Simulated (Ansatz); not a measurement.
# ZnS (F-43m) in Ansatz: notebook

The runs below take ZnS through band structure, single point, equation of state, with PBE-EpsX.

Everything below comes from runs of Ansatz 0.2.0. Logs are shortened: lines on timing, memory, paths and dates and some standing lists are left out, and cuts for length are marked.

**The experiment to reproduce.**

“Electronic, vibrational, and thermodynamic properties of ZnS (zincblende and rocksalt structure)”, 2009, arxiv:0911.5022 quotes, for a bulk crystal of ZnS at 19 K: band gap 3.85 eV (direct).

The runs below are set against these values where they give the same quantity.

## 1. The crystal as given

It takes space group F-43m (No. 216, cubic). The conventional cell has a = 5.404 Å, b = 5.404 Å, c = 5.404 Å, α = 90.00°, β = 90.00°, γ = 90.00°. Zn (site symmetry -43m) has 4 S at 2.34 Å as nearest neighbours. S (site symmetry -43m) has 4 Zn at 2.34 Å as nearest neighbours.

## 2. Band structure, PBE-EpsX

File input.yaml:

```yaml
crystal:
  lattice:
    - [0.0, 2.702, 2.702]
    - [2.702, 0.0, 2.702]
    - [2.702, 2.702, 0.0]
  atoms:
    - { symbol: Zn, position: [0.75, 0.75, 0.75] }
    - { symbol: S, position: [0.0, 0.0, 0.0] }
hamiltonian:
  xc:
    exchange: pbe
    correlation: pbe
    exx: { coeff: inverse_dielectric }
  pseudopotentials: { kind: paw }
kpoints:
  mp_grid: { grid: [5, 5, 5] }
  band_path:
    path:
      - [[0.0, 0.0, 0.0], [0.5, 0.0, 0.5], [0.5, 0.25, 0.75], [0.375, 0.375, 0.75], [0.0, 0.0, 0.0], [0.5, 0.5, 0.5], [0.625, 0.25, 0.625], [0.5, 0.25, 0.75], [0.5, 0.5, 0.5], [0.375, 0.375, 0.75]]
      - [[0.625, 0.25, 0.625], [0.5, 0.0, 0.5]]
    npoints: 4
scf:
  occupations: { method: fermi_dirac, width: 0.05 }
  n_extra_bands: 6
output:
  forces: true
  stress: true
  eigenvalues: true
  fatbands: false
```

Potentials or basis: Ansatz PAW.

Command:

```
$ ansatz run input.yaml --threads 2 --pin off --max-ram 5632MiB --backend cpu --events-out ev --progress --plain --runs-dir out
```

Standard output:

```text
Warning: output.stress: scf.convergence.dr2_threshold = 1e-7 eV (the SCF's general default) is looser than the 2e-10 eV advised for a printed stress (1e-10 eV for each atom of the cell: 2). What an SCF threshold leaves in a stress goes as its square root, and in the free energy as the threshold itself, and one threshold admits the most on a small cell: of the crystals measured, under no hybrid functional and no lock of the moments, on runs that ended without the residual-converged pass, on stresses that held no estimate of that error, the worst erred by over 100 MPa in a component at 1e-7 eV an atom and by under 5 at 1e-10. Set scf.convergence.dr2_threshold to 2e-10 eV or tighter. The threshold is an SCF's pass mark: one that does not reach it within its budget of iterations ends unconverged, or closes short of it on a stop that the run arms, and scf.convergence.dr2_threshold's page says what that costs each kind of run
Warning: output.stress: scf.exx.energy_threshold = 1e-6 eV is looser than the 2e-8 eV advised for a stress under a hybrid functional (1e-8 eV for each atom of the cell: 2). Every SCF of the exchange loop can meet its threshold on dr2 while the loop round them stops early: no threshold on dr2 bounds what that leaves in the stress. Set scf.exx.energy_threshold to 2e-8 eV or tighter. The threshold is the loop's pass mark: a loop that does not reach it within its budget of cycles ends unconverged, and scf.exx.energy_threshold's page has the law
Warning: RAYON_NUM_THREADS=2 ignored (pool sized by the plan → 2); use --threads N
scf.n_extra_bands = 6 over 9 filled bands (N_el = 18.0): the run solves 15 bands
the fraction of exact exchange is that of a crystal of Zn1S1
Engine: ansatz 0.2.0, aarch64-unknown-linux-gnu
Pseudopotentials: kind: paw
Pseudopotential: Zn, paw, valence charge 12, recommended cutoff 420 eV (normal), Zn.paw.azcp
Pseudopotential: S, paw, valence charge 6, recommended cutoff 420 eV (normal), S.paw.azcp
Functional definition: unnamed
  parameter a_1 = 0.25
  exchange = (1 - a_1)*pbe_x + a_1*exact_x
  correlation = pbe_c
  a weight of exact exchange comes from the crystal, and the text's number only plans the run
Solving k-mesh 4×4×4 for the fraction of exact exchange
ε∞ on k-mesh 4×4×4 of a primitive cell, without crystal.supercell, crystal.defects and total_charge: xx 5.9322, yy 5.9322, zz 5.9322; 3/Tr ε∞, of that cell with its empty space = 0.168571563119314; solved inside the basis of its states, on 6×6×6 points, each entry to 0.0211, at a least direct gap of 2.100 eV
Crystal: 2 atoms, lattice volume = 39.454 Å³
Basis set: ecut = 420 eV, 749 PW (Γ), exchange–correlation on 54×54×54 points (8 copies of the dense FFT grid, shifted against one another)
Bands: 15, of which v1, the nominal top of the filled ones, is band 9 counted from 1 (8 counted from 0)
Symmetry: 24 space group operations
Space group: F-43m (ITA 216), of the structure as read, at distance tolerance 3.4e-5 Å
k-points: 10 of 125 (time reversal used)
Non-local potential: Zn, projectors of the file, l = 0: 2, l = 1: 2, l = 2: 3, l = 3: 1
Non-local potential: S, projectors of the file, l = 0: 2, l = 1: 2, l = 2: 2
PAW form: soft (Blöchl's): semilocal exchange-correlation on the pseudo side does not see the compensation charge
PAW frozen core: Zn, regenerated for the run's functional, and the local potential with it (the file was generated under x = pbe(κ = 0.804, μ = 0.2195149727645171), c = pbe(β = 0.06672455060314922))
PAW frozen core: S, regenerated for the run's functional, and the local potential with it (the file was generated under x = pbe(κ = 0.804, μ = 0.2195149727645171), c = pbe(β = 0.06672455060314922))
PAW one-centre angular grid: Zn, 590 points (default); XC on 64 Gauss nodes
PAW one-centre angular grid: S, 110 points (default); XC on 64 Gauss nodes
Initial density: superposition of atomic densities (neutral atoms: chi_scale 0, normalization atom), corrected by the library's trained network
Initial wavefunctions: pseudopotential atomic-orbital guess
Functional: x = pbe(κ = 0.804, μ = 0.2195149727645171), c = pbe(β = 0.06672455060314922), warm-up for x = 0.831428436880686 pbe(κ = 0.804, μ = 0.2195149727645171) + 0.168571563119314 exact, c = pbe(β = 0.06672455060314922)
SCF iter   1: F=—  HF=-4222.719005 eV  |F-HF|=—  |Δ(HF+E_count)|=         —  Δρ=1.10e-3  dr2=4.92e-4  ethr=1.77e-3  ⟨swp⟩=10.3  Hψ=798  notcnv=0
preconditioner: auto → none  [insulator: Δε(μ)=2.106 eV  Ē_g=13.918 eV  σ=0.050 eV  W_gap=1.00  n_scr=14 (ndim 8)  ℏωp=25.1 eV  f_vac=0.026  D(μ)=0.00/eV (n_scr^D=0)]
SCF iter   2: F=-4222.718586 eV  HF=-4222.718863 eV  |F-HF|=2.77e-4  |Δ(HF+E_count)|=   1.42e-4  Δρ=9.60e-4  dr2=2.28e-4  ethr=2.73e-6  ⟨swp⟩=4.2  Hψ=453  notcnv=0
SCF 1 stopped early in 2 iterations: F = -4222.718586 eV  dr2 = 2.28e-4
Initial density: handed on by an earlier stage of this run
Initial wavefunctions: those handed on with the density
Functional: x = 0.831428436880686 pbe(κ = 0.804, μ = 0.2195149727645171) + 0.168571563119314 exact, c = pbe(β = 0.06672455060314922)
Frozen-core exchange: fock
SCF iter   1: F=—  HF=-4223.341188 eV  |F-HF|=—  |Δ(HF+E_count)|=         —  Δρ=1.40e-2  dr2=4.00e-2  ethr=1.27e-5  ⟨swp⟩=5.2  Hψ=653  notcnv=0
preconditioner: auto → none  [insulator: Δε(μ)=3.373 eV  Ē_g=16.240 eV  σ=0.050 eV  W_gap=1.00  n_scr=14 (ndim 8)  ℏωp=25.1 eV  f_vac=0.026  D(μ)=0.00/eV (n_scr^D=0)]
SCF iter   2: F=—  HF=-4223.331916 eV  |F-HF|=—  |Δ(HF+E_count)|=   9.27e-3  Δρ=2.36e-3  dr2=3.03e-3  ethr=1.27e-5  ⟨swp⟩=4.0  Hψ=483  notcnv=0
SCF iter   3: F=—  HF=-4223.329079 eV  |F-HF|=—  |Δ(HF+E_count)|=   2.84e-3  Δρ=2.32e-3  dr2=1.36e-3  ethr=1.27e-5  ⟨swp⟩=4.0  Hψ=420  notcnv=0
iter 4 solved again at ethr=3.46e-7 eV; its pass at ethr=4.87e-6 eV (dr2=6.23e-5 eV) is discarded
SCF iter   4: F=—  HF=-4223.329029 eV  |F-HF|=—  |Δ(HF+E_count)|=   4.98e-5  Δρ=5.17e-4  dr2=5.91e-4  ethr=3.46e-7  ⟨swp⟩=2.1  Hψ=481  notcnv=0
SCF iter   5: F=—  HF=-4223.333338 eV  |F-HF|=—  |Δ(HF+E_count)|=   4.31e-3  Δρ=1.25e-3  dr2=3.21e-4  ethr=3.17e-7  ⟨swp⟩=4.1  Hψ=408  notcnv=0
SCF iter   6: F=—  HF=-4223.333235 eV  |F-HF|=—  |Δ(HF+E_count)|=   1.04e-4  Δρ=1.27e-4  dr2=9.55e-6  ethr=3.17e-7  ⟨swp⟩=4.0  Hψ=377  notcnv=0
SCF iter   7: F=-4223.333275 eV  HF=-4223.333277 eV  |F-HF|=2.05e-6  |Δ(HF+E_count)|=   4.18e-5  Δρ=1.18e-4  dr2=3.54e-6  ethr=1.69e-8  ⟨swp⟩=3.8  Hψ=399  notcnv=0
SCF 2 stopped early in 7 iterations: F = -4223.333275 eV  dr2 = 3.54e-6
hybrid outer 1: dexx = +4.397e-3 eV, tail = 1.66e-5 eV
Frozen-core exchange: fock
SCF iter   1: F=—  HF=-4223.333107 eV  |F-HF|=—  |Δ(HF+E_count)|=         —  Δρ=4.18e-5  dr2=4.53e-7  ethr=4.61e-7  ⟨swp⟩=3.3  Hψ=328  notcnv=0
preconditioner: auto → none  [insulator: Δε(μ)=3.383 eV  Ē_g=16.067 eV  σ=0.050 eV  W_gap=1.00  n_scr=14 (ndim 8)  ℏωp=25.1 eV  f_vac=0.027  D(μ)=0.00/eV (n_scr^D=0)]
SCF iter   2: F=—  HF=-4223.333108 eV  |F-HF|=—  |Δ(HF+E_count)|=   7.77e-7  Δρ=2.35e-5  dr2=1.70e-7  ethr=2.01e-9  ⟨swp⟩=4.0  Hψ=401  notcnv=0
SCF iter   3: F=-4223.333108 eV  HF=-4223.333108 eV  |F-HF|=7.65e-10  |Δ(HF+E_count)|=   1.87e-8  Δρ=5.49e-6  dr2=7.55e-9  ethr=7.43e-10  ⟨swp⟩=2.0  Hψ=241  notcnv=0
SCF 3 converged in 3 iterations: F = -4223.333108 eV  dr2 = 7.55e-9
  Residual-converged pass: ⟨swp⟩=3.1  Hψ=331  notcnv=0  max |occ|·‖R‖ = 2.1e-6 eV (tolerance 2.4e-6 eV)  dr2=7.21e-9  dr2_onsite=6.87e-10  max |Δocc| = 4.0e-22
hybrid outer 2: dexx = +3.982e-7 eV, tail = 1.84e-8 eV, Δε = 9.70e-4 eV (about 4.30e-5 eV left of the loop's levels)
NSCF: frozen V_eff on 42 k-points
hybrid SCF converged: 2 outer / 10 inner (+2 warm-up), last move |dexx| = 3.98e-7 eV, tail = 1.84e-8 eV
Stability not checked: this state was not tested for a lower state beside it, because the functional holds exact exchange (a hybrid, or Hartree-Fock), whose exchange loop this test does not read (fock_operator; see scf.lower_state_search)
Free energy (F): -4223.333108 eV
Frozen-core exchange: fock
Harris-Foulkes:  -4223.333108 eV  (|F-HF|=7.65e-10)
Internal energy: -4223.333108 eV  (E = F + TS)
E sigma→0 (E₀):  -4223.333108 eV
Fermi energy:    6.768655 eV
--- Per-component energies (eV) ---
  E_band       = -21.518571
  E_kinetic    = 238.086896
  E_local      = -2047.764583  (includes V_loc(G=0)·N_el)
  E_nonlocal   = 645.903953
  E_hartree    = 859.544839
  E_xc         = -197.547720
  E_vxc        = -117.966844  (∫ρ·V_xc dr)
  E_exx        = -40.827347  (= α·E_x^exact, valence–valence)
  E_paw        = -2427.689364  (= ΣΔE_a)
  E_vpaw       = -377.213781  (= ΣTr[D̂ρ^β])
  E_aug_tail   = -0.000364  (compensation charges beyond the density's cutoff)
  E_ewald      = -1253.379294
  E_core_change = 0.339871  (= ΣΔE_core)
  E_smearing   = -0.000000  (= −TS)
  E_closure    = 0.000005  (closes the sum)
  Σ components = -4223.333108   (vs F -4223.333108, Δ=0.00e0)
--- Forces (eV/Å), atoms counted from 1 ---
  atom   1  Zn     0.00000000    -0.00000000     0.00000000
  atom   2  S     -0.00000000     0.00000000     0.00000000
  max |Σ_I F_I| component: 3.70e-17 eV/Å
--- Stress (GPa, compression-positive) ---
        1.014202      -0.000000      -0.000000
        0.000000       1.014202       0.000000
       -0.000000       0.000000       1.014202
  P = ⅓ Tr σ = 1.0142 GPa (10.142 kbar)
--- Band table (eV; the first three rows and the last of 10) ---
  k-point 0: bands = ["-8.9295", "-2.3711", "-2.3711", "-2.3711", "-1.9141", "-1.9141", "5.0497", "5.0497", "5.0497", "8.4325", "12.7929", "12.7929", "12.7929", "18.1802", "18.1802"]
  k-point 1: bands = ["-8.6296", "-2.3258", "-2.3258", "-2.3198", "-1.9157", "-1.9157", "2.7848", "4.7016", "4.7016", "9.7341", "12.9257", "13.3254", "13.3254", "17.2871", "17.2871"]
  k-point 2: bands = ["-8.0655", "-2.2688", "-2.2688", "-1.9315", "-1.8954", "-1.8954", "0.0940", "4.2182", "4.2182", "9.7219", "13.3672", "13.3672", "14.9265", "18.3388", "18.8645"]
  k-point 9: bands = ["-7.7186", "-2.2178", "-2.1581", "-1.9991", "-1.8990", "-1.6205", "0.3726", "2.0737", "2.9086", "11.7600", "12.1881", "13.5733", "16.3534", "17.6173", "19.8494"]
```

It took 1.8 min on 2 threads of Arm Neoverse V1, shared host; peak memory 0.8 GiB.

What came out:

```yaml
Free_energy: -4223.3331 eV
Pressure: 1.0 GPa
Band_gap_on_the_k_mesh: 3.38 eV, direct
Band_gap_along_the_path: 3.38 eV, direct
Share_of_exact_exchange: 0.169
```

Levels at the corners of the path, in eV from the valence-band top:
```tsv
point	band 7	band 8	band 9	band 10	band 11	band 12
Γ	0.00	0.00	0.00	3.38	7.74	7.74
X	-4.91	-2.32	-2.32	4.53	5.35	12.52
W	-4.79	-2.92	-2.85	6.91	7.55	9.27
K	-4.85	-3.30	-1.89	5.34	7.34	10.77
Γ	0.00	0.00	0.00	3.38	7.74	7.74
L	-5.55	-0.90	-0.90	4.62	8.25	8.25
U	-4.85	-3.30	-1.89	5.34	7.34	10.77
W	-4.79	-2.92	-2.85	6.91	7.55	9.27
L	-5.55	-0.90	-0.90	4.62	8.25	8.25
K	-4.85	-3.30	-1.89	5.34	7.34	10.77
U	-4.85	-3.30	-1.89	5.34	7.34	10.77
X	-4.91	-2.32	-2.32	4.53	5.35	12.52
```

Caveat: the PAW data sets come from PBE, with cores solved anew for the run's functional, which leaves a small shift of forces and pressure; the thresholds are loose for stress.

(Part 1 of 2 ends here.)
